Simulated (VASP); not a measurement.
# KCl (Pm-3m) in VASP: further runs

One crystal, KCl, is run at these levels: r2SCAN; tasks: relaxation of the atoms.

Program: VASP 6.6.1. These are calculated values, not measurements. Logs are shortened: lines on timing, memory, paths and dates and some standing lists are left out, and cuts for length are marked.

### Step 1. Starting point

It takes space group Pm-3m (No. 221, cubic). Conventional cell: a = 3.771 Å, b = 3.771 Å, c = 3.771 Å, α = 90.00°, β = 90.00°, γ = 90.00°. Around K (site symmetry m-3m) lie 8 Cl at 3.27 Å. Cl (site symmetry m-3m) has 8 K at 3.27 Å as nearest neighbours.

Measurements of this composition are mostly on another form, of space group No. 225.

### Step 2. Relaxation of the atoms, r2SCAN (a relaxed cell with its volume scaled by 0.96)

Input file INCAR:

```
PREC = Accurate ; ENCUT = 600
EDIFF = 1E-7 ; ISMEAR = 0
SIGMA = 0.03 ; LREAL = F
LASPH = T ; NELM = 80
ALGO = Normal ; ISIF = 2
LWAVE = F ; LCHARG = F
METAGGA = R2SCAN ; LMIXTAU = T
IBRION = 2 ; NSW = 40
EDIFFG = -0.01
```

Input file KPOINTS:

```
Automatic mesh
0
Gamma
  8 8 8
```

Input file POSCAR:

```
KCl                                     
1.0
    3.7203984658      0.0000000000      0.0000000000
    0.0000000000      3.7203984658      0.0000000000
    0.0000000000      0.0000000000      3.7203984658
  K               Cl            
     1     1
Direct
     0.0000000000000000    0.0000000000000000    0.0000000000000000
     0.5000000000000000    0.5000000000000000    0.5000000000000000
```

Potentials or basis: VASP PAW PBE potentials, release 64 (K_sv, Cl).

On the command line:

```
cat potpaw_PBE.64/K_sv/POTCAR potpaw_PBE.64/Cl/POTCAR > POTCAR
mpirun -np 1 vasp_std > vasp.out
```

OUTCAR:

```text
PREC = Accurate
   ENCUT = 600
   EDIFF = 1E-7
   ISMEAR = 0
   LREAL = F
   LASPH = T
   NELM = 80
   ISIF = 2
   METAGGA = R2SCAN
   IBRION = 2
   NSW = 40
   EDIFFG = -0.01

 ion  position               nearest neighbor table
   1  0.000  0.000  0.000-   2 3.22   2 3.22   2 3.22   2 3.22   2 3.22   2 3.22   2 3.22   2 3.22

   2  0.500  0.500  0.500-   1 3.22   1 3.22   1 3.22   1 3.22   1 3.22   1 3.22   1 3.22   1 3.22

  LATTYP: Found a simple cubic cell.
 ALAT       =     3.7203984658

  Lattice vectors:

 A1 = (   3.7203984658,   0.0000000000,   0.0000000000)
 A2 = (   0.0000000000,   3.7203984658,   0.0000000000)
 A3 = (   0.0000000000,   0.0000000000,   3.7203984658)

Analysis of symmetry for initial positions (statically):
=====================================================================
 Subroutine PRICEL returns:
 Original cell was already a primitive cell.

 Routine SETGRP: Setting up the symmetry group for a
 simple cubic supercell.

 Subroutine GETGRP returns: Found 48 space group operations
 (whereof 48 operations were pure point group operations)
 out of a pool of 48 trial point group operations.

The static configuration has the point symmetry O_h .

Analysis of symmetry for dynamics (positions and initial velocities):
=====================================================================
 Subroutine PRICEL returns:
 Original cell was already a primitive cell.

 Routine SETGRP: Setting up the symmetry group for a
 simple cubic supercell.

 Subroutine GETGRP returns: Found 48 space group operations
 (whereof 48 operations were pure point group operations)
 out of a pool of 48 trial point group operations.

The dynamic configuration has the point symmetry O_h .

 Subroutine INISYM returns: Found 48 space group operations
 (whereof 48 operations are pure point group operations),
 and found     1 'primitive' translations

----------------------------------------------------------------------------------------

                                     Primitive cell

  volume of cell :      51.4954

  direct lattice vectors                    reciprocal lattice vectors
     3.720398466  0.000000000  0.000000000     0.268788413  0.000000000  0.000000000
     0.000000000  3.720398466  0.000000000     0.000000000  0.268788413  0.000000000
     0.000000000  0.000000000  3.720398466     0.000000000  0.000000000  0.268788413

  length of vectors
     3.720398466  3.720398466  3.720398466     0.268788413  0.268788413  0.268788413
[... 94 lines left out ...]
   EMIN   =  10.00;   EMAX   =-10.00  energy-range for DOS
   EFERMI =   0.00;   METHOD = LEGACY
   ISMEAR =     0;   SIGMA  =   0.03  broadening in eV -4-tet -1-fermi 0-gaus
   EFERMI_NEDOS =   21; number of points for ismear=-14 and -15
   IALGO  =     38    algorithm
   IMIX   =      4    mixing-type and parameters
     AMIX     =   0.40;   BMIX     =  1.00
     AMIX_MAG =   1.60;   BMIX_MAG =  1.00
  volume/ion in A,a.u.               =      25.75       173.75
  Fermi-wavevector in a.u.,A,eV,Ry     =   1.108814  2.095355 16.727934  1.229468
  Thomas-Fermi vector in A             =   2.245346
   LORBIT       =      0    0 simple, 1 ext, 2 COOP (PROOUT), +10 PAW based schemes
   METAGGA = R2SCAN    functional components
   LHFCALC =     F    Hartree Fock is set to
   AEXX    =    0.0000 exact exchange contribution
   IVDW    =     0    specifies the selected vdW correction
   LEPSILON=     F    determine dielectric tensor
   LRPA    =     F    only Hartree local field effects (RPA)
 conjugate gradient relaxation of ions
 non-spin polarized calculation
 Gauss-broadening in eV      SIGMA  =   0.03
  energy-cutoff  :      600.00
  volume of cell :       51.50
 maximum number of plane-waves:      1747
 NGX is ok and might be reduce to    30
   NGX = 15   NGY = 15   NGZ = 15

 number of electron      15.9999996 magnetization

 Free energy of the ion-electron system (eV)
  ---------------------------------------------------
  ext. energy  EPLUGINS =         0.00000000
  ---------------------------------------------------
  free energy    TOTEN  =       -16.40186221 eV

  energy without entropy =      -16.40186221  energy(sigma->0) =      -16.40186221

 E-fermi :  -0.5716     XC(G=0):  -8.9293

 val. band max:       -0.7396291350   @ k =   0.5000   0.5000   0.0000
 cond. band min:       5.2737937639   @ k =   0.0000   0.0000   0.0000
 fundamental gap:      6.0134228990
 Fermi energy:        -0.5716154406

 k-point     1 :       0.0000    0.0000    0.0000
  band No.  band energies     occupation
      1     -29.7639      2.00000
      2     -14.0593      2.00000
      3     -12.3641      2.00000
      4     -12.3641      2.00000
      5     -12.3641      2.00000
      6      -0.9629      2.00000
      7      -0.9629      2.00000
      8      -0.9629      2.00000
      9       5.2738      0.00000
     10       6.3033      0.00000
     11       6.3033      0.00000
     12      10.9624      0.00000
[... 331 lines left out ...]
 k-point    24 :       0.5000    0.3750    0.1250
  band No.  band energies     occupation
      1     -29.7109      2.00000
      2     -13.7862      2.00000
      3     -12.5995      2.00000
      4     -12.5672      2.00000
      5     -12.3395      2.00000
      6      -2.2119      2.00000
      7      -1.9866      2.00000
      8      -1.0376      2.00000
      9       6.6993      0.00000
     10       7.9662      0.00000
     11       9.0462      0.00000
     12       9.2078      0.00000

 [... further k-points ...]

------------------------ aborting loop because EDIFF is reached ----------------------------------------

  FORCE on cell =-STRESS in cart. coord.  units (eV):
  Direction    XX          YY          ZZ          XY          YZ          ZX
  --------------------------------------------------------------------------------------
  -------------------------------------------------------------------------------------
  Total        0.3384241      0.3384241      0.3384241     -0.0000000      0.0000000     -0.0000000
  in kB       10.5293980     10.5293980     10.5293980     -0.0000000      0.0000000     -0.0000000
  external PRESSURE =      10.5293980 kB  Pullay stress =       0.0000000 kB

 VOLUME and BASIS-vectors are now :
 -----------------------------------------------------------------------------
  energy-cutoff  :      600.00
  volume of cell :       51.50
      direct lattice vectors                 reciprocal lattice vectors
     3.720398466  0.000000000  0.000000000     0.268788413  0.000000000  0.000000000
     0.000000000  3.720398466  0.000000000     0.000000000  0.268788413  0.000000000
     0.000000000  0.000000000  3.720398466     0.000000000  0.000000000  0.268788413

 POSITION                                       TOTAL-FORCE (eV/Angst)
 -----------------------------------------------------------------------------------
      0.00000      0.00000      0.00000         0.000000      0.000000      0.000000
      1.86020      1.86020      1.86020         0.000000      0.000000      0.000000
 -----------------------------------------------------------------------------------
    total drift:                                0.000000      0.000000     -0.000000

  FREE ENERGIE OF THE ION-ELECTRON SYSTEM (eV)
  ---------------------------------------------------
  free  energy   TOTEN  =       -16.4018622074 eV

  energy  without entropy=      -16.4018622074  energy(sigma->0) =      -16.40186221

 reached required accuracy - stopping structural energy minimisation
```

OSZICAR:

```text
N       E                     dE             d eps       ncg     rms          rms(c)
DAV:   1     0.107450025949E+03    0.10745E+03   -0.84815E+03   840   0.142E+03
[... 12 lines left out ...]
DAV:  14    -0.164014606195E+02   -0.55809E-02   -0.45157E-03   900   0.886E-01    0.850E-02
DAV:  15    -0.164012314023E+02    0.22922E-03   -0.94888E-05  1076   0.116E-01    0.610E-02
DAV:  16    -0.164018379892E+02   -0.60659E-03   -0.55736E-04   912   0.310E-01    0.204E-02
DAV:  17    -0.164018609015E+02   -0.22912E-04   -0.35117E-05  1012   0.735E-02    0.554E-03
DAV:  18    -0.164018615537E+02   -0.65227E-06   -0.21076E-06  1552   0.146E-02    0.598E-03
DAV:  19    -0.164018622064E+02   -0.65272E-06   -0.44354E-07   972   0.998E-03    0.309E-03
DAV:  20    -0.164018622074E+02   -0.95110E-09   -0.94497E-07  1284   0.120E-02
   1 F= -.16401862E+02 E0= -.16401862E+02  d E =-.164019E+02
```

CONTCAR:

```text
KCl
   1.00000000000000
     3.7203984658000002    0.0000000000000000    0.0000000000000000
     0.0000000000000000    3.7203984658000002    0.0000000000000000
     0.0000000000000000    0.0000000000000000    3.7203984658000002
  K               Cl
     1     1
Direct
     0.0000000000000000    0.0000000000000000    0.0000000000000000
     0.5000000000000000    0.5000000000000000    0.5000000000000000

  0.00000000E+00  0.00000000E+00  0.00000000E+00
  0.00000000E+00  0.00000000E+00  0.00000000E+00
```

It took 77 s on 1 thread of Intel Xeon Platinum 8488C (Sapphire Rapids), shared host; peak memory 0.18 GiB.

Results:

```
Free energy             : -16.4019 eV
Pressure after relaxing : 1.1 GPa
Band gap on the k mesh  : 6.01 eV, indirect (least direct gap 6.24 eV)
```

Final structure:
```
CELL_PARAMETERS angstrom
3.72040 0.00000 0.00000
0.00000 3.72040 0.00000
0.00000 0.00000 3.72040
ATOMIC_POSITIONS crystal
K 0.00000 0.00000 0.00000
Cl 0.50000 0.50000 0.50000
```

Levels at points of the mesh, in eV from the valence-band top:
```tsv
k point	band 6	band 7	band 8	band 9	band 10	band 11
(0.00, 0.00, 0.00)	-0.22	-0.22	-0.22	6.01	7.04	7.04
(0.50, 0.00, 0.00)	-2.02	-0.25	-0.25	8.57	8.96	9.56
(0.50, 0.50, 0.00)	-1.36	-1.36	0.00	6.88	8.13	9.75
(0.50, 0.50, 0.50)	-1.56	-1.56	-1.56	9.81	9.81	9.81
```

Caveat: the relaxation stopped at its first step, so nothing moved; the PAW data sets were made with another functional, which shifts forces and pressure a little.

### Step 3. Relaxation of the atoms, r2SCAN (a relaxed cell with its volume scaled by 0.98)

INCAR is that of step 2.

KPOINTS is that of step 2.

Input file POSCAR:

```
KCl                                     
1.0
    3.7460571971      0.0000000000      0.0000000000
    0.0000000000      3.7460571971      0.0000000000
    0.0000000000      0.0000000000      3.7460571971
  K               Cl            
     1     1
Direct
     0.0000000000000000    0.0000000000000000    0.0000000000000000
     0.5000000000000000    0.5000000000000000    0.5000000000000000
```

Potentials or basis: VASP PAW PBE potentials, release 64 (K_sv, Cl).

On the command line:

```
cat potpaw_PBE.64/K_sv/POTCAR potpaw_PBE.64/Cl/POTCAR > POTCAR
mpirun -np 1 vasp_std > vasp.out
```

It took 89 s on 1 thread of Intel Xeon Platinum 8488C (Sapphire Rapids), shared host; peak memory 0.18 GiB.

The run converged. Its results:

```
Free energy             : -16.4071 eV
Pressure after relaxing : 0.5 GPa
Band gap on the k mesh  : 5.91 eV, indirect (least direct gap 6.13 eV)
```

Final structure:
```yaml
crystal:
  lattice:
    - [3.74606, 0.00000, 0.00000]
    - [0.00000, 3.74606, 0.00000]
    - [0.00000, 0.00000, 3.74606]
  atoms:
    - { symbol: K, position: [0.00000, 0.00000, 0.00000] }
    - { symbol: Cl, position: [0.50000, 0.50000, 0.50000] }
```

Levels at points of the mesh, in eV from the valence-band top:
| k point | band 5 | band 6 | band 7 | band 8 | band 9 | band 10 | band 11 | band 12 |
| --- | --- | --- | --- | --- | --- | --- | --- | --- |
| (0.00, 0.00, 0.00) | -11.66 | -0.22 | -0.22 | -0.22 | 5.91 | 7.07 | 7.07 | 11.65 |
| (0.50, 0.00, 0.00) | -11.52 | -1.96 | -0.24 | -0.24 | 8.57 | 8.85 | 9.44 | 10.84 |
| (0.50, 0.50, 0.00) | -11.59 | -1.33 | -1.33 | 0.00 | 6.87 | 8.11 | 9.74 | 9.74 |
| (0.50, 0.50, 0.50) | -11.86 | -1.51 | -1.51 | -1.51 | 9.74 | 9.74 | 9.74 | 11.05 |

Caveat: the relaxation stopped at its first step, so nothing moved; the PAW data sets were made with another functional, which shifts forces and pressure a little. A k mesh can miss the band edges.

(Continued in part 2 of 2.)
